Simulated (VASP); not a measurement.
# Be (Im-3m) in VASP: reference runs, part 2 of 2

VASP 6.6.1. The steps go on from the part before.

## 3. Single point, PBE (cell strained at random at fixed volume)

INCAR reads:

```
PREC = Accurate
ENCUT = 520
EDIFF = 1E-7
ISMEAR = -1
SIGMA = 0.05
LREAL = False
LASPH = True
NELM = 100
ALGO = Normal
ISIF = 2
LWAVE = False
LCHARG = False
GGA = PE
NBANDS = 7
```

KPOINTS reads:

```
regular mesh
0
Gamma
  15 15 15
```

POSCAR reads:

```
Be
1.0
   -1.2608980000      1.2156830000      1.2637960000
    1.2607320000     -1.2308510000      1.2787980000
    1.2654110000      1.2353640000     -1.2789640000
Be
1
Direct
    0.0027900000     -0.0044980000     -0.0071800000
```

Potentials or basis: VASP PAW PBE potentials, release 64 (Be).

Launch:

```sh
cat potpaw_PBE.64/Be/POTCAR > POTCAR
mpirun -np 1 vasp_std > vasp.out
```

OUTCAR:

```text
PREC = Accurate
   ENCUT = 520
   EDIFF = 1E-7
   ISMEAR = -1
   LREAL = False
   LASPH = True
   NELM = 100
   ISIF = 2
   GGA = PE

 ion  position               nearest neighbor table
   1  0.003  0.996  0.993-

  LATTYP: Found a triclinic cell.
 ALAT       =     5.6563529949
 B/A-ratio  =     0.6337026658
 C/A-ratio  =     0.3827252039
 COS(alpha) =     0.0009416186
 COS(beta)  =     0.2620485090
 COS(gamma) =     0.9484924465

  Lattice vectors:

 A1 = (   5.0524520000,   0.0241940000,  -2.5429260000)
 A2 = (   2.5263090000,   0.0196810000,  -2.5427600000)
 A3 = (   1.2652450000,   1.2201960000,   1.2636300000)

Analysis of symmetry for initial positions (statically):
=====================================================================
 Subroutine PRICEL returns:
 Original cell was already a primitive cell.

 Routine SETGRP: Setting up the symmetry group for a
 triclinic supercell.

 Subroutine GETGRP returns: Found  2 space group operations
 (whereof  1 operations were pure point group operations)
 out of a pool of  2 trial point group operations.

The static configuration has the point symmetry C_1 .
 The point group associated with its full space group is S_2 .

Analysis of symmetry for dynamics (positions and initial velocities):
=====================================================================
 Subroutine PRICEL returns:
 Original cell was already a primitive cell.

 Routine SETGRP: Setting up the symmetry group for a
 triclinic supercell.

 Subroutine GETGRP returns: Found  2 space group operations
 (whereof  1 operations were pure point group operations)
 out of a pool of  2 trial point group operations.

The dynamic configuration has the point symmetry C_1 .
 The point group associated with its full space group is S_2 .

 Subroutine INISYM returns: Found  2 space group operations
 (whereof  1 operations are pure point group operations),
 and found     1 'primitive' translations

----------------------------------------------------------------------------------------

                                     Primitive cell

  volume of cell :       7.8712

  direct lattice vectors                    reciprocal lattice vectors
    -1.260898000  1.215683000  1.263796000    -0.000707251  0.410439249  0.395747581
     1.260732000 -1.230851000  1.278798000     0.395883209  0.001705184  0.393335145
     1.265411000  1.235364000 -1.278964000     0.395132963  0.407276567  0.002455431

  length of vectors
     2.159844729  2.177099833  2.182461483     0.570155265  0.558067164  0.567459505

  position of ions in fractional coordinates (direct lattice)
     0.002790000  0.995502000  0.992820000

  ion indices of the primitive-cell ions
   primitive index   ion index
                 1           1

----------------------------------------------------------------------------------------

 KPOINTS: regular mesh

Automatic generation of k-mesh.
 Grid dimensions read from file:
 generate k-points for:   15   15   15

 Generating k-lattice:

  Cartesian coordinates                     Fractional coordinates (reciprocal lattice)
    -0.000047150  0.027362617  0.026383172     0.066666667  0.000000000  0.000000000
     0.026392214  0.000113679  0.026222343    -0.000000000  0.066666667  0.000000000
     0.026342198  0.027151771  0.000163695    -0.000000000  0.000000000  0.066666667

  Length of vectors
     0.038010351  0.037204478  0.037830634

  Shift w.r.t. Gamma in fractional coordinates (k-lattice)
     0.000000000  0.000000000  0.000000000

 Subroutine IBZKPT returns following result:
 ===========================================

 Found   1688 irreducible k-points:

 Following reciprocal coordinates:
            Coordinates               Weight
  0.000000  0.000000  0.000000      1.000000
  0.066667  0.000000  0.000000      2.000000
  0.133333 -0.000000  0.000000      2.000000
  0.200000 -0.000000  0.000000      2.000000
  0.266667 -0.000000  0.000000      2.000000
  0.333333  0.000000  0.000000      2.000000
[... 42 lines left out ...]
 -0.333333  0.200000 -0.000000      2.000000
 -0.266667  0.200000 -0.000000      2.000000
 [... further k-points ...]
   k-points           NKPTS =   1688   k-points in BZ     NKDIM =   1688   number of bands    NBANDS=      7
   number of dos      NEDOS =    301   number of ions     NIONS =      1
   total plane-waves  NPLWV =   4096
   dimension x,y,z NGX =    16 NGY =   16 NGZ =   16
   dimension x,y,z NGXF=    32 NGYF=   32 NGZF=   32
   ions per type =               1
   NGX,Y,Z   is equivalent  to a cutoff of  12.32, 12.22, 12.19 a.u.
   NGXF,Y,Z  is equivalent  to a cutoff of  24.63, 24.44, 24.38 a.u.
 SYSTEM =  unknown system
   PREC   = accura    normal or accurate (medium, high low for compatibility)
   ISTART =      0    job   : 0-new  1-cont  2-samecut
   ICHARG =      2    charge: 1-file 2-atom 10-const
   ISPIN  =      1    spin polarized calculation?
   LNONCOLLINEAR =      F non collinear calculations
   LSORBIT =      F    spin-orbit coupling
   LASPH  =      T    aspherical Exc in radial PAW
   ENCUT  =  520.0 eV  38.22 Ry    6.18 a.u.   4.02  4.05  4.06*2*pi/ulx,y,z
   NELM   =    100;   NELMIN=  2; NELMDL= -5     # of ELM steps
   EDIFF  = 0.1E-06   stopping-criterion for ELM
   LREAL  =      F    real-space projection
   EDIFFG = 0.1E-05   stopping-criterion for IOM
   NSW    =      0    number of steps for IOM
   IBRION =     -1    ionic relax: 0-MD 1-quasi-New 2-CG
   NFREE  =      0    steps in history (QN), initial steepest desc. (CG)
   ISIF   =      2    stress and relaxation
   ISYM   =      2    0-nonsym 1-usesym 2-fastsym
   POTIM  = 0.5000    time-step for ionic-motion
   TEBEG  =    0.0;   TEEND  =   0.0 temperature during run
   PSTRESS=    0.0 pullay stress
   NELECT =       2.0000    total number of electrons
   NUPDOWN=      -1.0000    fix difference up-down
   EMIN   =  10.00;   EMAX   =-10.00  energy-range for DOS
   EFERMI =   0.00;   METHOD = LEGACY
   ISMEAR =    -1;   SIGMA  =   0.05  broadening in eV -4-tet -1-fermi 0-gaus
   EFERMI_NEDOS =   21; number of points for ismear=-14 and -15
   IALGO  =     38    algorithm
   IMIX   =      4    mixing-type and parameters
     AMIX     =   0.40;   BMIX     =  1.00
     AMIX_MAG =   1.60;   BMIX_MAG =  1.00
  volume/ion in A,a.u.               =       7.87        53.12
  Fermi-wavevector in a.u.,A,eV,Ry     =   1.036904  1.959464 14.628568  1.075169
  Thomas-Fermi vector in A             =   2.171316
   LORBIT       =      0    0 simple, 1 ext, 2 COOP (PROOUT), +10 PAW based schemes
   GGA     = PE    functional components
   LHFCALC =     F    Hartree Fock is set to
   AEXX    =    0.0000 exact exchange contribution
   IVDW    =     0    specifies the selected vdW correction
   LEPSILON=     F    determine dielectric tensor
   LRPA    =     F    only Hartree local field effects (RPA)
 non-spin polarized calculation
  energy-cutoff  :      520.00
  volume of cell :        7.87
 maximum number of plane-waves:       231
   NGX =  7   NGY =  9   NGZ =  9

 number of electron       2.0000000 magnetization

 Free energy of the ion-electron system (eV)
  ---------------------------------------------------
  ext. energy  EPLUGINS =         0.00000000
  ---------------------------------------------------
  free energy    TOTEN  =        -3.66250770 eV

  energy without entropy =       -3.66101999  energy(sigma->0) =       -3.66176385

 E-fermi :   7.8871     XC(G=0): -10.6267

 val. band max:        7.8866269480   @ k =   0.4000   0.4000   0.3333
 cond. band min:       7.8893767732   @ k =  -0.3333  -0.3333   0.0667
 fundamental gap:      0.0027498252
 Fermi energy:         7.8871055975

 k-point     1 :       0.0000    0.0000    0.0000
  band No.  band energies     occupation
      1      -4.3149      2.00000
      2      27.0517      0.00000
      3      27.1578      0.00000
      4      27.5320      0.00000
      5      37.6388      0.00000
      6      38.9165      0.00000
      7      39.2857      0.00000
[... 381 lines left out ...]
 k-point    40 :       0.0667    0.2000   -0.0000
  band No.  band energies     occupation
      1      -2.3234      2.00000
      2      18.4819      0.00000
      3      22.9356      0.00000
      4      24.9918      0.00000
      5      33.0723      0.00000
      6      33.5649      0.00000
      7      39.1411      0.00000

 [... further k-points ...]

------------------------ aborting loop because EDIFF is reached ----------------------------------------

  FORCE on cell =-STRESS in cart. coord.  units (eV):
  Direction    XX          YY          ZZ          XY          YZ          ZX
  --------------------------------------------------------------------------------------
  -------------------------------------------------------------------------------------
  Total       -0.0723287      0.0858918     -0.0995380     -0.0350167      0.1177766      0.0002576
  in kB      -14.7225089     17.4832964    -20.2609716     -7.1276574     23.9734407      0.0524391
  external PRESSURE =      -5.8333947 kB  Pullay stress =       0.0000000 kB

 VOLUME and BASIS-vectors are now :
 -----------------------------------------------------------------------------
  energy-cutoff  :      520.00
  volume of cell :        7.87
      direct lattice vectors                 reciprocal lattice vectors
    -1.260898000  1.215683000  1.263796000    -0.000707251  0.410439249  0.395747581
     1.260732000 -1.230851000  1.278798000     0.395883209  0.001705184  0.393335145
     1.265411000  1.235364000 -1.278964000     0.395132963  0.407276567  0.002455431

 POSITION                                       TOTAL-FORCE (eV/Angst)
 -----------------------------------------------------------------------------------
      2.50787      0.00457      0.00679        -0.000000      0.000000      0.000000
 -----------------------------------------------------------------------------------
    total drift:                                0.000000     -0.000000     -0.000000

  FREE ENERGIE OF THE ION-ELECTRON SYSTEM (eV)
  ---------------------------------------------------
  free  energy   TOTEN  =        -3.6625077039 eV

  energy  without entropy=       -3.6610199896  energy(sigma->0) =       -3.66176385
```

OSZICAR:

```text
N       E                     dE             d eps       ncg     rms          rms(c)
DAV:   1    -0.239602142579E+01   -0.23960E+01   -0.11094E+03 25550   0.233E+02
DAV:   2    -0.369037792201E+01   -0.12944E+01   -0.12473E+01 32592   0.261E+01
DAV:   3    -0.369237875675E+01   -0.20008E-02   -0.20005E-02 26572   0.910E-01
DAV:   4    -0.369237909109E+01   -0.33434E-06   -0.33517E-06 35728   0.121E-02
DAV:   5    -0.369237909070E+01    0.39100E-09   -0.39602E-10 26929   0.526E-05    0.783E-01
DAV:   6    -0.367096069942E+01    0.21418E-01   -0.23909E-03 26404   0.474E-01    0.482E-01
DAV:   7    -0.366252809513E+01    0.84326E-02   -0.23526E-03 25704   0.493E-01    0.179E-02
DAV:   8    -0.366250757294E+01    0.20522E-04   -0.75063E-06 26873   0.234E-02    0.656E-03
DAV:   9    -0.366250776296E+01   -0.19002E-06   -0.10639E-06 28518   0.738E-03    0.257E-04
DAV:  10    -0.366250770388E+01    0.59080E-07   -0.18822E-09 18410   0.471E-04
   1 F= -.36625077E+01 E0= -.36617638E+01  d E =-.148771E-02
```

Run time: 19 s. Hardware: 1 thread of Intel Xeon Platinum 8375C at 2.90GHz (Ice Lake), shared host; peak memory 0.18 GiB.

Results:

```
Free energy            : -3.6625 eV
Pressure               : -0.6 GPa
Band gap on the k mesh : none (metal or under the smearing width)
```
